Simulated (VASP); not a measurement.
Wanted: the native input for a VASP 6.6.1 run.

* Task: single point
* Functional: PBEsol
* Dispersion: D4
* Potentials or basis: VASP PAW PBE potentials, release 64 (Os)
* Cutoff: 520 eV
* k mesh: 12 × 12 × 12
* Occupations: gaussian, width 0.1 eV
* Spin: non-collinear spin, zero start, spin-orbit coupling
* Starting moments: [[0.0, 0.0, 0.0]] μB
* Dipole correction: no
* Further INCAR settings: ALGO = Normal; EDIFF = 1e-06; NBANDS = 19

The structure of Os lies in POSCAR:

```
Os
1.0
    0.0000000000      1.9450000000      1.9450000000
    1.9450000000      0.0000000000      1.9450000000
    1.9450000000      1.9450000000      0.0000000000
Os
1
Direct
    0.0000000000      0.0000000000      0.0000000000
```

This isn't the form of Os at room conditions, which is hcp.

These files were run (other wordings do the same):

INCAR

```
SYSTEM = Os
PREC = Accurate
ENCUT = 520
EDIFF = 1E-6
ISMEAR = 0
SIGMA = 0.1
LREAL = .FALSE.
LASPH = .TRUE.
NELM = 150
ALGO = Normal
ISIF = 2
LWAVE = .FALSE.
LCHARG = .FALSE.
MAGMOM = 0 0 0
LORBIT = 11
LSORBIT = .TRUE.
GGA_COMPAT = .FALSE.
LORBMOM = .TRUE.
LMAXMIX = 4
GGA = PS
IVDW = 13
NBANDS = 19
```

KPOINTS

```
regular mesh
0
G
  12 12 12
  0 0 0
```

Potentials or basis: VASP PAW PBE potentials, release 64 (Os).

Run with:

```sh
$ cat potpaw_PBE.64/Os/POTCAR > POTCAR
$ mpirun -np 1 vasp_ncl > vasp.out
```

Results of the run:

```yaml
Pressure: -23.8 GPa
Net_moment: 0.00 μB per cell
Valence_electrons_inside_the_program's_atomic_spheres: Os 7.29
Dispersion_energy_per_atom: -0.389 eV
```

Caveat: so large a pressure means that the cell lies far from this level's equilibrium, or that cutoff or potentials fall short; the potentials were made for another functional, which shifts forces and pressure.

It took 28 s on 1 thread of Intel(R) Xeon(R) Platinum 8488C (Sapphire Rapids) (shared host), peak memory 0.17 GiB.
